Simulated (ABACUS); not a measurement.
## Mg under changes of volume

One of the cells (22.285 Å³/atom); the others are scaled copies at fixed shape and fractional positions:

```
Mg
1.0
    -1.77276    1.77276    1.77276
     1.77276   -1.77276    1.77276
     1.77276    1.77276   -1.77276
Mg
1
Cartesian
  0.0000 0.0000 0.0000
```

This isn't the form of Mg at room conditions, which is hcp.

| Property | Result |
| --- | --- |
| Program | ABACUS 3.10.1 |
| Functional | PBE |
| Potentials or basis | PseudoDojo NC SR 0.4.1 PBE standard |
| Cutoff | 1361 eV |
| Density cutoff | 5442 eV |
| Basis | TZDP LCAO (the cutoffs set its grid) |
| k mesh | 11 × 11 × 11 |
| Occupations | fermi-dirac, width 0.05 eV |
| Spin | no spin polarisation |

| volume (Å³/atom) | energy over the lowest point (meV/atom) | pressure (GPa) |
| --- | --- | --- |
| 20.948 | 23.86 | 4.0 |
| 21.394 | 14.07 | 3.0 |
| 21.839 | 6.94 | 2.1 |
| 22.285 | 2.47 | 1.2 |
| 22.731 | ? | ? |
| 23.176 | 0.00 | -0.3 |
| 23.622 | 1.77 | -0.9 |

Q: What does the run at 22.731 Å³/atom give?

A: Energy over the lowest point 0.27 meV/atom; pressure 0.4 GPa.

Worked out: A Birch-Murnaghan fit of order 3 (a polynomial in V^(-2/3)) to the other rows has its minimum at 22.99 Å³/atom with B0 = V·E''(V) = 37 GPa and B' = 3.6. It gives 0.18 meV/atom at 22.731 Å³/atom, against the run's 0.27, and -dE/dV = 0.4 GPa, against 0.4.

Energies are extrapolated to zero smearing.

Caveats: the atomic orbitals were generated for these runs and aren't a published set; the basis of atomic orbitals isn't converged, which shifts pressures, moduli and gaps.
